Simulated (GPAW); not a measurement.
## A GW chain in GPAW: ZrSe2 (1T monolayer)

How does a plane-wave GW calculation on ZrSe2 (1T monolayer) run from the first input to the gap?

Calculated with GPAW 26.7.0; LDA and many-body steps on it, plane waves.

Most raw output is cut from this account.

## Step 1: Set-up

The cell holds 3 atoms: 1 Zr and 2 Se. Its edges and angles: a = 4.315 Å, b = 4.315 Å, c = 14.500 Å, α = 90.0°, β = 90.0°, γ = 120.0°. Vacuum lies along c.

The start is a generated structure, not a measured one.

## Step 2: Relaxation

This step: GPAW 26.7.0; DFT, LDA, plane waves, PAW.

Gaps follow bond lengths, so the structure is brought to rest first.

run.py

```python
import json
import numpy as np
from gpaw.mpi import world
from ase import Atoms
from ase.constraints import FixSymmetry
from ase.filters import FrechetCellFilter
from ase.optimize import BFGS
from gpaw import GPAW, PW, FermiDirac

atoms = Atoms(['Zr', 'Se', 'Se'],
    cell=[[4.3153998800, 0.0000000000, 0.0000000000],
      [-2.1576999400, 3.7372459236, 0.0000000000],
      [0.0000000000, 0.0000000000, 14.5000000000]],
    scaled_positions=[[0.0000000000, 0.0000000000, 0.5000000000],
      [0.3333333333, 0.6666666667, 0.6209317985],
      [0.6666666667, 0.3333333333, 0.3790682015]],
    pbc=(True, True, False))
atoms.set_constraint(FixSymmetry(atoms))
atoms.calc = GPAW(mode=PW(550),
    xc='LDA',
    kpts={'size': (6, 6, 1), 'gamma': True},
    occupations=FermiDirac(0.02),
    convergence={'density': 1e-5},
    txt='relax.txt')
steps = []
opt = BFGS(FrechetCellFilter(atoms, mask=[1, 1, 0, 0, 0, 1]), logfile='bfgs.log')
opt.attach(lambda: steps.append([atoms.get_potential_energy(), atoms.cell[:], atoms.positions.copy(), atoms.get_forces()]))
converged = opt.run(fmax=0.03, steps=50)
res = {'converged': bool(converged), 'steps': steps, 'cell': atoms.cell[:], 'frac': atoms.get_scaled_positions()}

if world.rank == 0:
    with open('result.json', 'w') as f:
        json.dump(res, f, default=lambda x: x.tolist())
```

Started as:

```console
$ mpirun -n 4 gpaw python run.py
```

It took 63 s on 4 MPI ranks of Arm Neoverse V1, shared host; peak memory 1 GiB.

Relaxation path:

| step | energy less that of the first step (eV) | largest force (eV/Å) |
| --- | --- | --- |
| 1 | 0.0000 | 2.5784 |
| 2 | -0.5664 | 2.3886 |
| 3 | -2.1788 | 1.1325 |
| 4 | -2.4459 | 1.3077 |
| 5 | -2.5582 | 0.1568 |
| 6 | -2.5649 | 0.2767 |
| 7 | -2.5723 | 0.3473 |
| 8 | -2.5830 | 0.3287 |
| 9 | -2.5913 | 0.1706 |
| 10 | -2.5938 | 0.0392 |
| 11 | -2.5942 | 0.0008 |

The atoms that moved most (Å):

| atom | dx | dy | dz | length |
| --- | --- | --- | --- | --- |
| Se3 | 0.000 | 0.000 | 0.192 | 0.192 |
| Se2 | 0.000 | 0.000 | -0.192 | 0.192 |

The relaxed structure:

```cif
data_structure
_symmetry_space_group_name_H-M 'P 1'
_symmetry_Int_Tables_number 1
_cell_length_a 3.7110
_cell_length_b 3.7110
_cell_length_c 14.5000
_cell_angle_alpha 90.000
_cell_angle_beta 90.000
_cell_angle_gamma 120.000
_cell_volume 172.94
loop_
_atom_site_label
_atom_site_type_symbol
_atom_site_fract_x
_atom_site_fract_y
_atom_site_fract_z
_atom_site_occupancy
Zr1 Zr 0.00000 0.00000 0.50000 1
Se2 Se 0.33333 0.66667 0.60771 1
Se3 Se 0.66667 0.33333 0.39229 1
```

## Step 3: Ground state

The ground-state density comes first.

run.py

```python
import json
import numpy as np
from gpaw.mpi import world
from ase import Atoms
from gpaw import GPAW, PW, FermiDirac

atoms = Atoms(['Zr', 'Se', 'Se'],
    cell=[[3.7110158914, 0.0000000000, 0.0000000000],
      [-1.8555079457, 3.2138340358, 0.0000000000],
      [0.0000000000, 0.0000000000, 14.5000000000]],
    scaled_positions=[[0.0000000000, 0.0000000000, 0.5000000000],
      [0.3333333333, 0.6666666667, 0.6077124947],
      [0.6666666667, 0.3333333333, 0.3922875053]],
    pbc=(True, True, False))
calc = GPAW(mode=PW(450),
    xc='LDA',
    kpts={'size': (9, 9, 1), 'gamma': True},
    occupations=FermiDirac(0.001),
    nbands=-7,
    convergence={'density': 1e-6, 'bands': -3},
    maxiter=100,
    txt='gs.txt')
atoms.calc = calc
res = {'energy': atoms.get_potential_energy()}
kpts = calc.get_ibz_k_points()
res['kpts'] = kpts
res['eigenvalues'] = [calc.get_eigenvalues(kpt=k) for k in range(len(kpts))]
res['n_electrons'] = calc.get_number_of_electrons()
calc.write('gs.gpw')

if world.rank == 0:
    with open('result.json', 'w') as f:
        json.dump(res, f, default=lambda x: x.tolist())
```

Started as:

```console
$ mpirun -n 4 gpaw python run.py
```

Run time: 7 s. Hardware: 4 MPI ranks; peak memory 0.74 GiB; 28 s of CPU time.

Numbers from this step:

```yaml
total_energy: -20.37 eV
gap: 0.3168 eV
k_of_the_valence_top: 0, 0, 0
k_of_the_conduction_bottom: 0.4444, 0, 0
least_direct_gap: 1.011 eV
```

The gap is indirect, with the least direct gap 0.69 eV higher.

## Step 4: Empty states on the mesh, 9×9×1 mesh, 290 bands

The sums over transitions need many empty states on a uniform mesh; this step solves for them.

run.py

```python
import json
import numpy as np
from gpaw.mpi import world
from gpaw import GPAW

calc = GPAW('gs.gpw').fixed_density(kpts={'size': (9, 9, 1), 'gamma': True},
    parallel={'domain': 1, 'band': 1},
    txt='nscf.txt')
calc.diagonalize_full_hamiltonian(nbands=290)
calc.write('full.gpw', mode='all')
res = {}
kpts = calc.get_ibz_k_points()
res['kpts'] = kpts
res['eigenvalues'] = [calc.get_eigenvalues(kpt=k) for k in range(len(kpts))]
res['n_electrons'] = calc.get_number_of_electrons()

if world.rank == 0:
    with open('result.json', 'w') as f:
        json.dump(res, f, default=lambda x: x.tolist())
```

Started as:

```console
$ mpirun -n 4 gpaw python run.py
```

Wall time 2.6 min (4 MPI ranks); peak memory 5.3 GiB; 10 min of CPU time.

Numbers from this step:

* gap: 0.3168 eV
* k of the valence top: 0, 0, 0
* k of the conduction bottom: 0.4444, 0, 0
* least direct gap: 1.011 eV
* k points computed: 12
* lowest point of the top converged band, above the valence top: 76.3355 eV

On this mesh the gap is 0.317 eV.

## Step 5: Screening and self-energy, 9×9×1 mesh, 130 bands, screening to 48 eV

Now the one-shot GW correction: screening in the RPA, then the self-energy of the levels asked for.

This step: G0W0 on LDA, plane waves, PAW.

run.py

```python
import json
import numpy as np
from gpaw.mpi import world
from gpaw.response.g0w0 import G0W0

gw = G0W0('full.gpw',
    filename='gw',
    kpts=[0, 9],
    bands=(10, 14),
    ecut=48,
    nbands=130,
    truncation='2D',
    integrate_gamma='sphere',
    q0_correction=True,
    frequencies={'type': 'nonlinear', 'domega0': 0.15, 'omega2': 15.0},
    eta=0.1,
    nblocksmax=True)
gw.calculate()
res = {mode: {k: v for k, v in r.items() if k != 'sigma_eskwn'}
       for mode, r in gw.all_results.items()}

if world.rank == 0:
    with open('result.json', 'w') as f:
        json.dump(res, f, default=lambda x: x.tolist())
```

Started as:

```console
$ mpirun -n 4 gpaw python run.py
```

It took 2.3 min on 4 MPI ranks; peak memory 2.1 GiB; 9.2 min of CPU time.

This step gave:

| Quantity | Value |
| --- | --- |
| G0W0 gap on the points computed | 1.329 eV |
| least direct G0W0 gap on the computed points | 2.204 eV |
| Z at the valence top | 0.7209 |
| Z at the conduction bottom | 0.7045 |
| starting gap on the mesh | 0.3168 eV |
| k of the valence top | 0, 0, 0 |
| k of the conduction bottom | 0.4444, 0, 0 |

The gap on the mesh goes from 0.32 eV to 1.33 eV, a correction of +1.01 eV.

Limits: finite bands, cutoff and mesh; no spin-orbit coupling. v1 is the top filled band, c1 the lowest empty one. The levels before and after the correction (eV, zero at the valence-band top of each column):

|  | conduction bottom | valence top |
| --- | --- | --- |
| Kohn-Sham | 0.32 | 0.00 |
| G0W0 | 1.33 | 0.00 |

|  | level | energy (eV) |
| --- | --- | --- |
| Kohn-Sham | Γ v2-v1 | 0.000 |
| Kohn-Sham | Γ c1-c2 | 1.011 |
| Kohn-Sham | (0.444 0 0) v2 | -1.619 |
| Kohn-Sham | (0.444 0 0) v1 | -1.114 |
| Kohn-Sham | (0.444 0 0) c1 | 0.317 |
| Kohn-Sham | (0.444 0 0) c2 | 2.635 |
| G0W0 | Γ v2-v1 | 0.000 |
| G0W0 | Γ c1-c2 | 2.204 |
| G0W0 | (0.444 0 0) v2 | -1.852 |
| G0W0 | (0.444 0 0) v1 | -1.261 |
| G0W0 | (0.444 0 0) c1 | 1.329 |
| G0W0 | (0.444 0 0) c2 | 3.946 |

## Step 6: Where the time went

Times are wall times on 4 MPI ranks of Arm Neoverse V1, shared host, good to a factor of about two.

| step | time | share | memory (GiB) |
| --- | --- | --- | --- |
| relaxation | 63 s | 17 % | 1 |
| ground state | 7 s | 2 % | 0.74 |
| empty states on the mesh | 2.6 min | 43 % | 5.3 |
| screening and self-energy | 2.3 min | 38 % | 2.1 |

## Step 7: Outcome

| Quantity | Value |
| --- | --- |
| LDA gap | 0.32 eV, indirect |
| G0W0 gap on the mesh | 1.33 eV |
| GW settings | 9×9×1 mesh, 130 bands, screening to 48 eV, full frequency, Hilbert transform |
| known limits | not at the basis limit; no spin-orbit coupling |

In words: G0W0 moves the gap on the mesh from 0.32 eV to 1.33 eV (+1.01 eV), with Z of 0.72 and 0.70 at the edges. Only 2 of the mesh's irreducible points were corrected, so a valley elsewhere could overtake. Bands and cutoff are finite, so the gap is not at the basis limit. The miss can reach some tenths of an eV and take either sign; the mesh is an error of its own. These stock PAW sets were not made for GW; the filled d or f shell of Se lies in the frozen core, which bears on start and correction. In the G0W0 run levels were corrected at 2 k points alone, so a gap called «on the mesh» is the least over those, and an edge elsewhere would be missed. The many-body steps are scalar-relativistic: spin-orbit coupling is not in them.

[Paths, hosts, dates, memory and timing lines, banners, echoed tables and standing remarks are left out of the program output.]

[Logs are printed without paths, hosts, clocks, repeated set-up lines and the standing remarks that a program may print on its own settings, such as how far it seeks lower states.]

[Runs of the session that timed out or met a known fault of the program may be left out.]

[Hosts, paths, dates, database ids (printed as entryN), source tags and the programs' standing remarks are cut or masked in the printed files.]
